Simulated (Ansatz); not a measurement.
# Pt: the cost of one run

Computed with Ansatz 0.2.0 (DFT PBE, scalar-relativistic, plane waves, PAW, unless a step's input says otherwise).

This is Pt in the hcp structure; at room conditions it is fcc.

3 further runs of the same task are left out: 2 that didn't finish, 1 set aside as unsound or not needed.

### 1 The system as given

Symmetry: P6_3/mmc, No. 194, hexagonal system. The conventional cell has a = 2.759 Å, b = 2.759 Å, c = 4.781 Å, α = 90.00°, β = 90.00°, γ = 120.00°. Around Pt (site symmetry -6m2) lie 12 Pt at 2.76 to 2.87 Å.

As a file:

```cif
data_structure
_symmetry_space_group_name_H-M 'P 1'
_symmetry_Int_Tables_number 1
_cell_length_a 2.7585
_cell_length_b 2.7585
_cell_length_c 4.7814
_cell_angle_alpha 90.000
_cell_angle_beta 90.000
_cell_angle_gamma 120.000
_cell_volume 31.51
loop_
_atom_site_label
_atom_site_type_symbol
_atom_site_fract_x
_atom_site_fract_y
_atom_site_fract_z
_atom_site_occupancy
Pt1 Pt 0.66667 0.33333 0.75000 1
Pt2 Pt 0.33333 0.66667 0.25000 1
```

It goes back to an entry of the Materials Project, which need not be the stable form.

This cell was relaxed beforehand with the same method: volume 15.75 Å³/atom, gap on the mesh none (metal).

### 2 Bands, states and charges

input.yaml

```yaml
crystal:
  lattice:
    - [2.7585395942, 0.0, 0.0]
    - [-1.3792697971, 2.3889653659, 0.0]
    - [0.0, 0.0, 4.7813830595]
  atoms:
    - { symbol: Pt, position: [0.6666666667, 0.3333333333, 0.75] }
    - { symbol: Pt, position: [0.3333333333, 0.6666666667, 0.25] }
basis:
  ecutwfc: 420
kpoints:
  mp_grid: { grid: [18, 18, 10] }
  band_path:
    path:
      - [[0.0, 0.0, 0.0], [0.5, 0.0, 0.0], [0.33333333, 0.33333333, 0.0], [0.0, 0.0, 0.0], [0.0, 0.0, 0.5], [0.5, 0.0, 0.5], [0.33333333, 0.33333333, 0.5], [0.0, 0.0, 0.5]]
      - [[0.5, 0.0, 0.5], [0.5, 0.0, 0.0]]
      - [[0.33333333, 0.33333333, 0.5], [0.33333333, 0.33333333, 0.0]]
    npoints: 14
hamiltonian:
  xc: pbe
scf:
  occupations: { method: gaussian, width: 0.1 }
  n_extra_bands: 6
output:
  forces: true
  stress: true
  eigenvalues: true
  populations: true
  dos: { projected: true, de: 0.02, nscf_kmesh: { grid: [27, 27, 15] } }
  bader: true
  write_density: true
  write_potential: true
  elf: true
  volumetric_format: npy
```

On the command line:

```sh
$ ansatz run input.yaml --threads 1 --pin off --max-ram 2560MiB --backend cpu --events-out ev --progress --plain --runs-dir out
```

**Question.** How long does this run take on 1 thread of Arm Neoverse V1, shared host, and how much memory does it need?

About 32 s, with a peak of 0.48 GiB.
